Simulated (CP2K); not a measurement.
HfO2:

```
Hf O
1.0
     3.61685    0.00000    0.00000
     1.80843    3.13229    0.00000
     1.80843    1.04410    2.95315
Hf O
1 2
Direct
  0.00000 0.00000 0.00000
  0.75000 0.75000 0.75000
  0.25000 0.25000 0.25000
```

Measurements of this composition are mostly on another form, of space group No. 14.

| Item | Value |
| --- | --- |
| Program | CP2K 2026.2 |
| Task | single point |
| Functional | PBE |
| Potentials or basis | POTENTIAL_UZH Hf GTH-PBE-q12, O GTH-PBE-q6; TZVP-MOLOPT-PBE-GTH basis |
| Density cutoff | 8163 eV |
| k mesh | 9 × 9 × 9 |
| Occupations | fermi-dirac, width 0.05 eV |
| Spin | no spin polarisation |

On this cell: pressure -7.9 GPa; largest force zero by symmetry; band gap on the k mesh 4.00 eV, indirect (least direct gap 4.10 eV).

The same run follows on a disturbed copy (atoms moved at random, drawn with an rms of 0.05 Å):

```
Hf O
1.0
     3.61685    0.00000    0.00000
     1.80843    3.13229    0.00000
     1.80843    1.04410    2.95315
Hf O
1 2
Cartesian
  0.0065 -0.0135 -0.0450
  5.4232 3.1359 2.2362
  1.7945 1.0131 0.7384
```

What changes?

The energy moves by +4.3 meV/atom; pressure -7.5 GPa; largest force 0.398 eV/Å; band gap on the k mesh 3.99 eV, indirect (least direct gap 4.09 eV).

Forces in eV/Å, atoms in the order of the input:
```
Hf  -0.061  0.016  0.187
O   -0.071 -0.308 -0.241
O    0.129  0.295  0.063
```

Stress tensor (GPa, compression positive):
```
-6.78  0.17  0.10
 0.17 -7.93  0.51
 0.10  0.51 -7.76
```

Caveats: spin-orbit coupling is left out, which moves the levels of the heavy elements; an odd mesh through Γ misses points on the zone boundary, where band edges often lie; the basis of atomic orbitals isn't converged, which shifts pressures, moduli and gaps.
